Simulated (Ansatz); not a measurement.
# Eu (P6_3/mmc): magnetic orders compared

One table from this session's results is given with a row withheld; the runs are named, their logs left out.

Computed with Ansatz 0.2.0 (DFT PBE+U (U_eff = 6 eV on Eu 4f), scalar-relativistic, plane waves, PAW, unless a step's input says otherwise).

**The system as given**

Symmetry: P6_3/mmc, No. 194, hexagonal system. The conventional cell has a = 4.071 Å, b = 4.071 Å, c = 6.596 Å, α = 90.00°, β = 90.00°, γ = 120.00°. Around Eu (site symmetry -6m2) lie 12 Eu at 4.05 to 4.07 Å.

Structure file:

```
Eu
1.0
     4.07139    0.00000    0.00000
    -2.03570    3.52593    0.00000
     0.00000    0.00000    6.59566
Eu
2
Direct
  0.33333 0.66667 0.25000
  0.66667 0.33333 0.75000
```

An earlier run at PBE+U (U_eff = 6 eV on Eu 4f) left this cell at 47.342 Å³/atom and 0.01 GPa (14×14×8 mesh).

The first run:

input.yaml reads:

```yaml
crystal:
  lattice:
    - [4.0713949784, -3.0e-09, 0.0]
    - [-2.0356974866, 3.5259314816, 0.0]
    - [0.0, 0.0, 6.5956598545]
  atoms:
    - { symbol: Eu, position: [0.3333333333, 0.6666666667, 0.25], spin: 7.0 }
    - { symbol: Eu, position: [0.6666666667, 0.3333333333, 0.75], spin: -7.0 }
basis:
  ecutwfc: 420
  ecutrho_ratio: 4
kpoints:
  mp_grid: { grid: [4, 4, 2] }
hamiltonian:
  xc: pbe
  hubbard: { sites: [{ species: Eu, l: f, u_eff: 6.0 }] }
scf:
  occupations: { method: gaussian, width: 0.05 }
output:
  forces: true
  stress: true
  eigenvalues: true
  populations: true
  hubbard: { sites: [{ species: Eu, l: f }] }
magnetization:
  spin_polarized: true
```

On the command line:

```console
$ ansatz run input.yaml --threads 2 --pin off --max-ram 5120MiB --backend cpu --events-out ev --progress --plain --runs-dir out
```

Steps of the session up to this table: Coarse mesh, to find the state of the open shells; Antiferromagnetic, in the cell as typed; Ferromagnetic, larger cell; Antiferromagnetic, propagation vector (0, 0, 1/2); Antiferromagnetic, propagation vector (0, 1/2, 0).

One table of the session follows, with a row left open; its other results are not shown here.

It belongs to the step «The orders side by side». 

```
                                            order  above the lowest (meV/atom)  largest moment (μB)  pressure (GPa)
                                    ferromagnetic                          0.0                 7.25             0.0
          antiferromagnetic, in the cell as typed                         19.9                 7.14             0.2
antiferromagnetic, propagation vector (0, 0, 1/2)                          8.1                 7.24             0.1
antiferromagnetic, propagation vector (0, 1/2, 0)                            ?                    ?               ?
```

Q: Estimate the row for antiferromagnetic, propagation vector (0, 1/2, 0) from the others.

The run gave: above the lowest (meV/atom): 26.0; largest moment (μB): 7.10; pressure (GPa): 0.2. In the column «above the lowest (meV/atom)» it is the highest.

The first row is the run of the earlier session that started with parallel moments (-8766.3105 eV/atom).

Caveats from the session: Only these orders were tried, at zero temperature; the one found in experiment may not be among them. Warnings in the runs' records: filled band counts differ across k points, stability check not made, negative dielectric reading.
